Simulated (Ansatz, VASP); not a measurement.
**One calculation of Te, two programs**

Contents of INCAR:

```
SYSTEM = Te
  ALGO = Normal
  EDIFF = 1E-6
  EDIFFG = -0.01
  ENCUT = 600
  GGA = PS
  IBRION = 2
  ISIF = 3
  ISMEAR = -1
  IVDW = 12
  LASPH = .TRUE.
  LCHARG = .FALSE.
  LREAL = .FALSE.
  LWAVE = .FALSE.
  NELM = 80
  NSW = 60
  PREC = Accurate
  SIGMA = 0.05
```

The input KPOINTS:

```
k-points
0
G
  9 9 9
  0 0 0
```

The input POSCAR:

```
Te
1.0
    2.3059043427      1.3313144930      1.6909537039
   -2.3059043427      1.3313144930      1.6909537039
    0.0000000000     -2.6626289860      1.6909537039
Te
1
Direct
    0.5000000000      0.5000000000      0.5000000000
```

input.yaml

```yaml
crystal:
  lattice:
    - [2.3059043427, 1.331314493, 1.6909537039]
    - [-2.3059043427, 1.331314493, 1.6909537039]
    - [0.0, -2.662628986, 1.6909537039]
  atoms:
    - { symbol: Te, position: [0.5, 0.5, 0.5] }
hamiltonian:
  xc: pbesol
  pseudopotentials: { kind: paw }
  dispersion: d3bj
kpoints:
  mp_grid: { grid: [9, 9, 9] }
scf:
  occupations: { method: fermi_dirac, width: 0.05 }
output:
  forces: true
  stress: true
  eigenvalues: true
  write_density: true
  write_potential: true
  elf: true
  volumetric_format: npy
relax:
  f_tol: 0.01
  max_steps: 40
  cell: { stress_tol: 0.05 }
```

This isn't the form of Te at room conditions, which is trigonal, of chains.

Alike in both runs: task relaxation of cell and atoms; functional PBEsol; dispersion D3(BJ); k mesh 9 × 9 × 9; occupations fermi-dirac, width 0.05 eV; no spin polarisation.

|  | VASP | Ansatz |
| --- | --- | --- |
| version | VASP 6.6.1 | Ansatz 0.2.0 |
| potentials or method | VASP PAW PBE potentials, release 64 (Te) | Ansatz PAW |
| plane-wave cutoff (eV) | 600 | 420 |
| valence electrons in the cell | 6 | 16 |

VASP gave:

```
gap on the k mesh at the Fermi level, each at its own relaxed structure (eV) : none
relaxed volume (Å³/atom)                                                     : 29.65
relaxed cell length with the largest relative difference (Å)                 : 3.111
energy change over the relaxation (meV/atom)                                 : -11
```

Q: Which values does Ansatz return?

A: gap on the k mesh at the Fermi level, each at its own relaxed structure (eV): none; relaxed volume (Å³/atom): 29.61; relaxed cell length with the largest relative difference (Å): 3.109; energy change over the relaxation (meV/atom): -11.

A gap of «none» marks a metal or a gap that the smearing closes. The two sets of potentials don't hold the same shells in valence.

Caveats: pairwise dispersion overbinds metals, which lowers pressure and volume; the PAW data sets were made with another functional, which shifts forces and pressure a little (VASP); the plane-wave basis is chosen anew once the cell has moved, so the energies of steps on either side of that aren't comparable (Ansatz); the PAW data sets come from PBE, with cores solved anew for the run's functional, which leaves a small shift of forces and pressure (Ansatz). The runs have no spin-orbit coupling, so splittings on Te are missing.
